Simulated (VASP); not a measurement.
A run of VASP 6.6.1 is set up as follows.

File INCAR:

```
SYSTEM = Sn
ALGO = Normal
EDIFF = 1E-7
EDIFFG = -0.01
ENCUT = 600
GGA = PE
IBRION = 2
ISIF = 2
ISMEAR = 0
LASPH = .TRUE.
LCHARG = .FALSE.
LREAL = .FALSE.
LWAVE = .FALSE.
NELM = 80
NSW = 40
PREC = Accurate
SIGMA = 0.03
```

KPOINTS

```
k-points
0
G
  10 10 10
  0 0 0
```

The input POSCAR:

```
Sn                                      
1.0
    0.0000000000      3.3714292129      3.3714292129
    3.3714292129      0.0000000000      3.3714292129
    3.3714292129      3.3714292129      0.0000000000
  Sn            
     2
Direct
     0.0000000000000000    0.0000000000000000    1.0000000000000000
     0.2500000000000000    0.2500000000000000    0.2500000000000000
```

Potentials or basis: VASP PAW PBE potentials, release 64 (Sn_d).

Command:

```sh
$ cat potpaw_PBE.64/Sn_d/POTCAR > POTCAR
$ mpirun -np 1 vasp_std > vasp.out
```

(1) Predict the band gap on the k mesh.

## Answers

(1) none (metal or under the smearing width).

Caveat: the relaxation stopped at its first step, so nothing moved.
